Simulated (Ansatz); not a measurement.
Zone-centre phonons of BN at 30 GPa: input and output

Computed with DFT PBE+D3(BJ), scalar-relativistic, plane waves, PAW (Ansatz).

Launched with:
```bash
ansatz run input.yaml --threads 1 --pin off --max-ram 3072MiB --backend cpu --events-out ev --progress --plain --runs-dir out
```

Input (bare energies are in eV):
```yaml
crystal:
  lattice:
    - [1.2299988118, 0.7101401451, 2.518684798]
    - [-1.2299988118, 0.7101401451, 2.518684798]
    - [0.0, -1.4202802902, 2.518684798]
  atoms:
    - { symbol: B, position: [1.003579021, 1.003579021, 1.003579021] }
    - { symbol: "N", position: [0.328853979, 0.328853979, 0.328853979] }
basis:
  ecutwfc: 420
kpoints:
  mp_grid: { grid: [12, 12, 12] }
hamiltonian:
  xc: pbe
  dispersion: d3bj
scf:
  occupations: { method: fixed }
output:
  eigenvalues: true
phonons:
  method: dfpt
  dielectric: true
  rigid_motions: translations
  eigenvectors: true
```

Results section of the output:
```
--- Phonons (Γ-DFPT): 4 representative perturbations + reference, on 476 of 1728 k-points (Σ response iterations 12) ---
  k mesh reduced under 2 symmetry operations, with k and −k counted as one. Each operation leaves every solved perturbation unchanged. A smaller set is not considered because the run solves the response ...
  ASR residual: 2.106e-4 → 0.000e0 eV/Å²; symmetrization residual: 4.801e-6 eV/Å²
  pairwise dispersion correction: d3bj (s6 = 1.0, s8 = 0.7875, a1 = 0.4289, a2_bohr = 4.4407), with the weights of each atom's references fixed at the reference crystal's, and the forces and stress that the weights' published response gives ...
  ASR residual per site (eV/Å²): 1.86e-4 2.11e-4
  Γ frequencies (cm⁻¹): 0.00 0.00 0.00 569.35 1455.85 1455.85
  ε∞ (high-frequency dielectric tensor):
        5.504199    -0.000000     0.000000
       -0.000000     5.504199    -0.000000
        0.000000    -0.000000     4.587731
  ε⁰ (static dielectric tensor: ions relaxed, cell fixed):
        7.440146    -0.000000     0.000000
       -0.000000     7.440146    -0.000000
        0.000000    -0.000000     9.398550
  ε⁰ − ε∞ (ionic part):
        1.935947    -0.000000     0.000000
       -0.000000     1.935947    -0.000000
        0.000000    -0.000000     4.810819
  softest optical mode at Γ: 569.35 cm⁻¹; the repairs (sum rule, projections) moved no ω² at Γ by more than (2.32 cm⁻¹)²
  Born effective charges Z* (e; rows j = field, columns β = displacement):
    site 0:
         2.59150   -0.00000    0.00000
        -0.00000    2.59150   -0.00000
         0.00000   -0.00000    1.59762
    site 1:
        -2.59150    0.00000   -0.00000
         0.00000   -2.59150    0.00000
        -0.00000    0.00000   -1.59762
  Z* charge neutrality: 1.166e-5 e pre-enforcement
  k-mesh period / interband length: 34.7 Å / 1.57 Å = 22.11 at k = (0.0000, -0.5000, -0.5000), direct gap 6.014 eV — 14 or more, which is no proof of convergence
  optical modes at Γ without the LO–TO term, one row a degenerate level:
      ω (cm⁻¹) modes IR ((D/Å)²/amu)
        569.35      1             9.6513
       1455.85      2            50.7895
  optical modes at Γ + LO–TO along q̂ = [1.0000, 0.0000, 0.0000]:
      ω (cm⁻¹) modes IR ((D/Å)²/amu)
        569.35      1             9.6513
       1455.85      1            25.3947
       1692.63      1            25.3947
  optical modes at Γ + LO–TO along q̂ = [0.0000, 1.0000, 0.0000]:
      ω (cm⁻¹) modes IR ((D/Å)²/amu)
        569.35      1             9.6513
       1455.85      1            25.3947
       1692.63      1            25.3947
  optical modes at Γ + LO–TO along q̂ = [0.0000, 0.0000, 1.0000]:
      ω (cm⁻¹) modes IR ((D/Å)²/amu)
        814.91      1             9.6513
       1455.85      2            50.7895
```

The run took 59 s on 1 thread of Intel(R) Xeon(R) Platinum 8259CL CPU @ 2.50GHz (Skylake/Cascade Lake), on a shared host, peak memory 0.52 GiB.

This form isn't the usual stable structure of the compound at low pressure.